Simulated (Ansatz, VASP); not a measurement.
Given: the input of a run of Ansatz 0.2.0 on Se.

The input input.yaml:

```yaml
crystal:
  lattice:
    - [2.81056302, 0.0, 0.0]
    - [0.0, 2.81056302, 0.0]
    - [0.0, 0.0, 2.8386686502]
  atoms:
    - { symbol: Se, position: [0.0, 0.0, 0.0] }
hamiltonian:
  xc: pbe
  pseudopotentials: { kind: paw }
kpoints:
  mp_grid: { grid: [9, 9, 9] }
scf:
  occupations: { method: fermi_dirac, width: 0.05 }
output:
  forces: true
  stress: true
  eigenvalues: true
```

Potentials or basis: Ansatz PAW.

Command:

```bash
$ ansatz run input.yaml --threads 2 --pin off --max-ram 5632MiB --backend cpu --events-out ev --progress --plain --runs-dir out
```

Problem. Set up the same calculation for VASP 6.6.1. Potentials there: VASP PAW PBE potentials, release 64 (Se).

Solution. As run (the cutoff follows the program's own potentials):

INCAR

```
ALGO = Normal
EDIFF = 1E-6
ENCUT = 520
GGA = PE
ISIF = 2
ISMEAR = -1
LASPH = T
LCHARG = F
LREAL = F
LWAVE = F
NELM = 100
PREC = Accurate
SIGMA = 0.05
```

The input KPOINTS:

```
k-points
0
Gamma
  9 9 9
```

File POSCAR:

```
Se
1.0
    2.8105630200      0.0000000000      0.0000000000
    0.0000000000      2.8105630200      0.0000000000
    0.0000000000      0.0000000000      2.8386686502
Se
1
Direct
    0.0000000000      0.0000000000      0.0000000000
```

Potentials or basis: VASP PAW PBE potentials, release 64 (Se).

Run with:

```bash
$ cat potpaw_PBE.64/Se/POTCAR > POTCAR
$ mpirun -np 1 vasp_std > vasp.out
```

Both were run:

|  | VASP | Ansatz | Ansatz less VASP |
| --- | --- | --- | --- |
| gap on the k mesh at the Fermi level (eV) | none | none | - |
| pressure (GPa) | 1.3 | 1.3 | -0.03 |
| largest component of the traceless stress (GPa) | 0.31 | 0.30 | -0.002 |

A gap of «none» marks a metal or a gap that the smearing closes. The two sets of potentials don't hold the same shells in valence.
